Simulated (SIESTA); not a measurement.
Crystal: Ge.

```
CELL_PARAMETERS angstrom
0.00000 2.82891 2.82891
2.82891 0.00000 2.82891
2.82891 2.82891 0.00000
ATOMIC_POSITIONS crystal
Ge 0.75000 0.75000 0.75000
Ge 0.50000 0.50000 0.50000
```

Base run:

| Item | Value |
| --- | --- |
| Program | SIESTA 5.4.2 |
| Functional | PW91 |
| Potentials or basis | PseudoDojo 0.4 standard (PBE files) |
| Basis | DZP (energy shift 0.003 Ry; two zetas on semicore shells) |
| Grid cutoff | 800 Ry |
| Energy shift | 0.003 Ry |
| k mesh | 8 × 8 × 8 |
| Occupations | fermi-dirac, width 0.05 eV |
| Spin | no spin polarisation |

Its results: band gap on the k mesh none (metal or under the smearing width); pressure 4.9 GPa.

Task: After a change of settings the same cell gave: band gap on the k mesh 0.24 eV, direct; pressure 7.5 GPa. Which change was it?
A. functional from PW91 to BLYP
B. functional from PW91 to RPBE
C. functional from PW91 to AM05; potentials or basis from PseudoDojo 0.4 standard (PBE files) to PseudoDojo 0.4 standard (PBEsol files)
D. functional from PW91 to PBEsol; potentials or basis from PseudoDojo 0.4 standard (PBE files) to PseudoDojo 0.4 standard (PBEsol files)

Result: B.

RPBE binds less tightly than PW91, so the same cell stands under more pressure.

Caveats: the potentials were made for another functional, which shifts forces and pressure; the basis of atomic orbitals isn't converged, which shifts pressures, moduli and gaps.
